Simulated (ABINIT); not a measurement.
Crystal: ZnSe (Stilleite).

```
CELL_PARAMETERS angstrom
0.00000 2.83380 2.83380
2.83380 0.00000 2.83380
2.83380 2.83380 0.00000
ATOMIC_POSITIONS crystal
Se 0.75000 0.75000 0.75000
Zn 0.00000 0.00000 0.00000
```

Base run:

| Item | Value |
| --- | --- |
| Program | ABINIT 10.8.3 (patched build) |
| Functional | PBEsol |
| Potentials or basis | JTH PAW PBE v2.0 |
| Cutoff | 544 eV |
| k mesh | 8 × 8 × 8 |
| Occupations | fermi-dirac, width 0.05 eV |
| Spin | no spin polarisation |

Its results: band gap on the k mesh 1.17 eV, direct.

The run is repeated on the same cell with these changes: functional from PBEsol to HCTH407. What comes out?

Band gap on the k mesh 1.69 eV, direct.

A k mesh can miss the band edges.

Not every run made on this cell is shown here.
